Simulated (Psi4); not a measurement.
# One shape, several levels: doublet [C4H6]+

Wanted: a comparison of 3 runs (UB3LYP/def2-SVP, UBHLYP/def2-SVP, UM06-L/def2-SVP) of doublet [C4H6]+. 

The calculation is run with Psi4 1.11.

2 further runs of the same task are left out: 2 set aside as unsound or not needed.

## 1. Starting point

[C4H6]+ has 10 atoms, charge +1, and is taken as a doublet. SMILES of the parent species: `C1=CCC1`. The coordinates come from a PBE0-D4/def2-TZVP relaxation. That shape belongs to the parent species and isn't relaxed for this state.

Bond lengths: C1–C2 1.334 Å, C2–C3 1.508 Å, C1–C4 1.508 Å, C3–C4 1.558 Å, C1–H5 1.084 Å, C2–H6 1.084 Å, C3–H7 1.093 Å, C3–H8 1.094 Å, C4–H9 1.093 Å, C4–H10 1.094 Å. Some angles: C1–C2–C3 94.3°, C2–C1–C4 94.3°, C2–C3–C4 85.7°, C1–C4–C3 85.7°, C1–C2–H6 133.5°, C3–C2–H6 132.2°, C2–C1–H5 133.5°, C4–C1–H5 132.2°, C2–C3–H7 115.8°, C2–C3–H8 115.8°.

## 2. Energy and forces at UB3LYP/def2-SVP (run 1)

c4h6.py reads:

```python
import psi4

psi4.set_memory('1600 MB')
psi4.set_num_threads(1)
psi4.set_output_file('output.dat', False)

mol = psi4.geometry("""
1 2
C
C 1 1.333982
C 2 1.507674 1 94.26591
C 1 1.507607 2 94.26845 3 0.00118
H 1 1.084159 2 133.51316 3 179.99815
H 2 1.08414 1 133.51628 5 -0.00824
H 3 1.093406 2 115.83891 6 64.45008
H 3 1.093513 7 108.57941 2 132.35043
H 4 1.093439 1 115.84018 5 64.44595
H 4 1.093532 9 108.5793 1 132.35309
symmetry c1
no_reorient
no_com
""")

psi4.set_options({
    'basis': 'def2-SVP',
    'reference': 'uks',
    'puream': True,
    'e_convergence': 1e-09,
    'd_convergence': 1e-08,
    'scf_type': 'pk',
    'dft_radial_points': 99,
    'dft_spherical_points': 590,
    'maxiter': 200,
})

E = psi4.gradient('b3lyp')
print('gradient / Eh bohr^-1')
print(E.np.round(6))
```

The run is started by

```bash
$ python c4h6.py
```

output.dat:

```text
[...]
  Running in c1 symmetry.
[...]
  Nuclear repulsion =  113.694945950227194
[...]
  Multiplicity = 2
[...]
  Nalpha       = 15
  Nbeta        = 14
[...]
    Number of basis functions: 86
[...]
   @UKS iter   1:  -155.33364521979138    2.14921e-01   6.61580e-03 ADIIS/DIIS
[...]
   @UKS iter  11:  -155.51282282329419   -2.21689e-12   5.25105e-09 DIIS
[...]
   @S^2 Observed:                7.522327454E-01
[...]
  @UKS Final Energy:  -155.51282282329419
   => Energetics <=
    Nuclear Repulsion Energy =            113.6949459502271935
    One-Electron Energy =                -425.3189148863538662
    Two-Electron Energy =                 175.2108595307074097
    DFT Exchange-Correlation Energy =     -19.0997134178749164
    Empirical Dispersion Energy =           0.0000000000000000
    VV10 Nonlocal Energy =                  0.0000000000000000
    Total Energy =                       -155.5128228232941865
[...]
  -Total Gradient:
     Atom            X                  Y                   Z
    ------   -----------------  -----------------  -----------------
       1        0.000010597506     0.020288688342     0.097074861543
       2       -0.000010935165     0.020331548378    -0.097069825653
       3       -0.000052631917    -0.014908932489     0.008667585626
       4        0.000044461611    -0.014863133203    -0.008660914374
       5       -0.000001339275    -0.007957575499     0.005201714897
       6        0.000001493341    -0.007969309978    -0.005208728635
       7        0.005848633216     0.001289550827    -0.009004273555
       8       -0.005793083977     0.001256773933    -0.008976215091
       9       -0.005830076525     0.001280525883     0.008999167678
      10        0.005782881217     0.001251654355     0.008976629557
[...]
```

On the terminal:

```text
gradient / Eh bohr^-1
[[ 1.1000e-05  2.0289e-02  9.7075e-02]
 [-1.1000e-05  2.0332e-02 -9.7070e-02]
 [-5.3000e-05 -1.4909e-02  8.6680e-03]
 [ 4.4000e-05 -1.4863e-02 -8.6610e-03]
 [-1.0000e-06 -7.9580e-03  5.2020e-03]
 [ 1.0000e-06 -7.9690e-03 -5.2090e-03]
 [ 5.8490e-03  1.2900e-03 -9.0040e-03]
 [-5.7930e-03  1.2570e-03 -8.9760e-03]
 [-5.8300e-03  1.2810e-03  8.9990e-03]
 [ 5.7830e-03  1.2520e-03  8.9770e-03]]
```

Wall time 52 s (1 thread of Intel Xeon Platinum 8259CL at 2.50GHz (Skylake/Cascade Lake), shared host); peak memory 0.98 GiB.

## 3. A single-point energy at UBHLYP/def2-SVP (run 2)

c4h6.py reads:

```python
import psi4

psi4.set_memory('1600 MB')
psi4.set_num_threads(1)
psi4.set_output_file('output.dat', False)

geom = psi4.geometry("""
1 2
C     -0.330000     1.010500    -0.386400
C     -1.095000     0.121800     0.249600
C      0.015700    -0.884200     0.415100
C      0.909300     0.154000    -0.327900
H     -0.516400     1.994800    -0.800900
H     -2.137500     0.111500     0.547000
H     -0.118800    -1.833400    -0.110700
H      0.317500    -1.095900     1.444600
H      1.737300     0.553600     0.264000
H      1.301000    -0.184000    -1.291300
symmetry c1
""")

psi4.set_options({
    'basis': 'def2-SVP',
    'reference': 'uks',
    'puream': True,
    'e_convergence': 1e-09,
    'd_convergence': 1e-08,
    'scf_type': 'pk',
    'dft_radial_points': 99,
    'dft_spherical_points': 590,
    'maxiter': 200,
})

e_tot, wfn = psi4.energy("bhhlyp", return_wfn=True)
psi4.oeprop(wfn, "MAYER_INDICES", "LOWDIN_CHARGES", "QUADRUPOLE", title="BHHLYP")
print(f'bhhlyp energy: {e_tot:.10f} Eh')
```

The run is started by

```bash
$ python c4h6.py
```

output.dat:

```text
[...]
  Running in c1 symmetry.
[...]
  Nuclear repulsion =  113.694935757934644
[...]
  Multiplicity = 2
[...]
  Nalpha       = 15
  Nbeta        = 14
[...]
    Number of basis functions: 86
[...]
   @UKS iter   1:  -155.32346254888370    1.05387e-01   4.62894e-03 DIIS/ADIIS
[...]
   @UKS iter  11:  -155.41438191562909   -5.57066e-12   4.38778e-09 DIIS
[...]
   @S^2 Observed:                7.528723505E-01
[...]
  @UKS Final Energy:  -155.41438191562909
   => Energetics <=
    Nuclear Repulsion Energy =            113.6949357579346440
    One-Electron Energy =                -425.2010546469686574
    Two-Electron Energy =                 168.3234177134339120
    DFT Exchange-Correlation Energy =     -12.2316807400289544
    Empirical Dispersion Energy =           0.0000000000000000
    VV10 Nonlocal Energy =                  0.0000000000000000
    Total Energy =                       -155.4143819156290931
[...]
 Multipole Moments:
 ------------------------------------------------------------------------------------
     Multipole            Electronic (a.u.)      Nuclear  (a.u.)        Total (a.u.)
 ------------------------------------------------------------------------------------
 L = 1.  Multiply by 2.5417464519 to convert [e a0] to [Debye]
 Dipole X            :         -1.4936525            1.1099155           -0.3837370
 Dipole Y            :          1.1838302           -0.8796648            0.3041653
 Dipole Z            :         -0.1424111            0.1058212           -0.0365899
 Magnitude           :                                                    0.4910290
 L = 2.  Multiply by 1.3450342976 to convert [e a0^2] to [Debye ang]
 Quadrupole XX       :        -91.7811169           79.5921806          -12.1889362
 Quadrupole XY       :          8.4864159           -9.1833122           -0.6968963
[...]
```

The script printed:

```text
bhhlyp energy: -155.4143819156 Eh
```

It took 39 s on 1 thread of Intel Xeon Platinum 8259CL at 2.50GHz (Skylake/Cascade Lake), shared host; peak memory 0.98 GiB.

## 4. The energy at UM06-L/def2-SVP (run 3)

input.inp reads:

```
memory 1600 MB

molecule molecule1 {
  1 2
  C     -0.330000     1.010500    -0.386400
  C     -1.095000     0.121800     0.249600
  C      0.015700    -0.884200     0.415100
  C      0.909300     0.154000    -0.327900
  H     -0.516400     1.994800    -0.800900
  H     -2.137500     0.111500     0.547000
  H     -0.118800    -1.833400    -0.110700
  H      0.317500    -1.095900     1.444600
  H      1.737300     0.553600     0.264000
  H      1.301000    -0.184000    -1.291300
  units angstrom
  symmetry c1
  no_reorient
  no_com
}

set {
  basis def2-SVP
  reference uks
  puream true
  e_convergence 1e-09
  d_convergence 1e-08
  scf_type pk
  dft_radial_points 99
  dft_spherical_points 590
  maxiter 200
}

e, wfn = energy("m06-l", return_wfn=True)
oeprop(wfn, "MAYER_INDICES", "WIBERG_LOWDIN_INDICES", "QUADRUPOLE", title="M06-L")
print_variables()
```

The run is started by

```bash
$ psi4 input.inp input.out -n 1
```

input.out:

```text
[...]
  Running in c1 symmetry.
[...]
  Nuclear repulsion =  113.694935757934658
[...]
  Multiplicity = 2
[...]
  Nalpha       = 15
  Nbeta        = 14
[...]
    Number of basis functions: 86
[...]
   @UKS iter   1:  -155.30357728153973    1.98974e-01   6.61681e-03 DIIS/ADIIS
[...]
   @UKS iter  13:  -155.49136046197466   -8.81073e-13   2.40928e-09 DIIS
[...]
   @S^2 Observed:                7.545628273E-01
[...]
  @UKS Final Energy:  -155.49136046197466
   => Energetics <=
    Nuclear Repulsion Energy =            113.6949357579346582
    One-Electron Energy =                -425.2915988031014081
    Two-Electron Energy =                 179.7124294366521156
    DFT Exchange-Correlation Energy =     -23.6071268534600520
    Empirical Dispersion Energy =           0.0000000000000000
    VV10 Nonlocal Energy =                  0.0000000000000000
    Total Energy =                       -155.4913604619746650
[...]
 Multipole Moments:
 ------------------------------------------------------------------------------------
     Multipole            Electronic (a.u.)      Nuclear  (a.u.)        Total (a.u.)
 ------------------------------------------------------------------------------------
 L = 1.  Multiply by 2.5417464519 to convert [e a0] to [Debye]
 Dipole X            :          4.1103150           -4.5672791           -0.4569641
 Dipole Y            :         -3.3373943            3.7023514            0.3649571
 Dipole Z            :          0.4183040           -0.4627939           -0.0444900
 Magnitude           :                                                    0.5865060
 L = 2.  Multiply by 1.3450342976 to convert [e a0^2] to [Debye ang]
 Quadrupole XX       :        -92.1405670           80.2464515          -11.8941155
 Quadrupole XY       :          8.9281341           -9.7144229           -0.7862888
[...]
```

Run time: 97 s. Hardware: 1 thread of Intel Xeon Platinum 8259CL at 2.50GHz (Skylake/Cascade Lake), shared host; peak memory 0.97 GiB.

## 5. The series

```
run            level      task  energy (Eh)  HOMO energy (eV)  LUMO energy (eV)   ⟨S²⟩  wall time
  1  UB3LYP/def2-SVP  gradient  -155.512823            -15.12            -12.06  0.752       52 s
  2  UBHLYP/def2-SVP    energy  -155.414382            -16.54            -10.52  0.753       39 s
  3  UM06-L/def2-SVP    energy  -155.491360            -14.34            -12.51  0.755       97 s
```

## 6. Results

```
                                 quantity          value
                      run 3: total energy  -155.49136 Eh
run 3: HOMO energy (highest over α and β)      -14.34 eV
 run 3: LUMO energy (lowest over α and β)      -12.51 eV
                              run 3: ⟨S²⟩          0.755
```

**Reading.** Totals of different functionals can't be ranked against each other. All runs together took 3.1 min, the longest 97 s.
